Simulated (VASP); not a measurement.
Here is a VASP 6.6.1 calculation.

The input INCAR:

```
SYSTEM = CdSe
PREC = Accurate
ENCUT = 520
EDIFF = 1E-6
ISMEAR = 0
SIGMA = 0.01
LREAL = .False.
LASPH = .True.
NELM = 80
ALGO = Normal
ISIF = 2
LWAVE = .False.
LCHARG = .False.
GGA = PE
NBANDS = 16
```

Contents of KPOINTS:

```
Automatic mesh
0
Gamma
  6 6 6
  0 0 0
```

Contents of POSCAR:

```
CdSe
1.0
    0.0000000000      2.8740000000      2.8740000000
    2.8740000000      0.0000000000      2.8740000000
    2.8740000000      2.8740000000      0.0000000000
Cd Se
1 1
Direct
    0.0000000000      0.0000000000      0.0000000000
    0.5000000000      0.5000000000      0.5000000000
```

Potentials or basis: VASP PAW PBE potentials, release 64 (Cd, Se).

Run with:

```console
$ cat potpaw_PBE.64/Cd/POTCAR potpaw_PBE.64/Se/POTCAR > POTCAR
$ mpirun -np 1 vasp_std > vasp.out
```

(1) Predict the pressure.

(2) What does it give for the band gap on the k mesh?

Answers

(1) 0.0 GPa.

(2) none (metal or under the smearing width).
